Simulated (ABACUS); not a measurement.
Write the native input for ABACUS 3.10.1 that does the following.

- Task: single point
- Functional: TPSS
- Potentials or basis: SG15 ONCV 1.2 PBE
- Cutoff: 1320 eV
- Density cutoff: 5279 eV
- Basis: plane waves
- k mesh: 7 × 7 × 7
- Occupations: fermi-dirac, width 0.05 eV
- Spin: no spin polarisation
- Radial cutoff of the potentials (pseudo_rcut): 10 bohr
- SCF threshold on the density: 1e-08
- Max SCF steps: 100
- Eigensolver: dav
- Mixing: broyden
- Mixing share: 0.7
- Symmetry key: 1
- Bands: 15

LiF (Griceite):

```
F Li
1.0
     0.00000    2.01400    2.01400
     2.01400    0.00000    2.01400
     2.01400    2.01400    0.00000
F Li
1 1
Direct
  0.50000 0.50000 0.50000
  0.00000 0.00000 0.00000
```

One way to write it, as run:

INPUT

```
INPUT_PARAMETERS
suffix              LiF
calculation         scf
basis_type          pw
pseudo_dir          ./
symmetry            1
dft_functional      MGGA_X_TPSS+MGGA_C_TPSS
ecutwfc             97
pseudo_rcut         10
nspin               1
nbands              15
ks_solver           dav
smearing_method     fd
smearing_sigma      0.00367493
scf_thr             1e-08
scf_nmax            100
mixing_type         broyden
mixing_beta         0.7
cal_force           1
cal_stress          1
mixing_tau          1
out_chg             1
out_pot             2
out_elf             1
```

STRU

```
ATOMIC_SPECIES
F 18.9984 F_ONCV_PBE-1.2.upf
Li 6.9400 Li_ONCV_PBE-1.2.upf

LATTICE_CONSTANT
5.3823672976

LATTICE_VECTORS
0.0000000000 0.7071067812 0.7071067812
0.7071067812 0.0000000000 0.7071067812
0.7071067812 0.7071067812 0.0000000000

ATOMIC_POSITIONS
Cartesian

F
0.0
1
0.7071067812 0.7071067812 0.7071067812 1 1 1

Li
0.0
1
0.0000000000 0.0000000000 0.0000000000 1 1 1
```

KPT

```
K_POINTS
0
Gamma
7 7 7 0 0 0
```

Potentials or basis: SG15 ONCV 1.2 PBE, plane waves.

Command:

```bash
$ OMP_NUM_THREADS=1 mpirun -np 4 abacus > log
```

Results of the run:

```json
{
  "Pressure": "-1.1 GPa",
  "Band gap on the k mesh": "9.38 eV, direct"
}
```

Caveat: the potentials were made for another functional, which shifts forces and pressure.

It took 7 s on 4 MPI ranks on AMD EPYC 9R45 96-Core Processor (Zen 5), on a shared host, peak memory 0.2 GiB a rank.
